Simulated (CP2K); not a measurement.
## Mo under changes of volume

One of the cells (15.892 Å³/atom); the others are scaled copies at fixed shape and fractional positions:

```
Mo
1.0
     2.74324    0.00000    0.00000
    -0.91441    2.58635    0.00000
    -0.91441   -1.29317    2.23984
Mo
1
Direct
  0.00000 0.00000 0.00000
```

* Program: CP2K 2026.2
* Functional: PBEsol
* Potentials or basis: POTENTIAL_UZH Mo GTH-PBE-q14; TZVP-MOLOPT-PBE-GTH basis
* Density cutoff: 6123 eV
* k mesh: 12 × 12 × 12
* Occupations: fermi-dirac, width 0.05 eV
* Spin: no spin polarisation

| volume (Å³/atom) | energy over the lowest point (meV/atom) | pressure (GPa) |
| --- | --- | --- |
| 14.938 | 17.30 | 10.9 |
| 15.256 | 2.41 | 4.3 |
| 15.574 | 0.00 | -1.7 |
| 15.892 | ? | ? |
| 16.209 | 27.51 | -11.8 |
| 16.527 | 55.23 | -16.1 |
| 16.845 | 90.99 | -19.9 |

**Question.** What does the run at 15.892 Å³/atom give?

**Answer.** Energy over the lowest point 8.76 meV/atom; pressure -7.0 GPa.

Worked out: A Birch-Murnaghan fit of order 3 (a polynomial in V^(-2/3)) to the other rows has its minimum at 15.48 Å³/atom with B0 = V·E''(V) = 283 GPa and B' = 4.4. It gives 8.79 meV/atom at 15.892 Å³/atom, against the run's 8.76, and -dE/dV = -7.0 GPa, against -7.0.

Energies are extrapolated to zero smearing.

Caveats: the potentials were made for another functional, which shifts forces and pressure; the basis of atomic orbitals isn't converged, which shifts pressures, moduli and gaps.
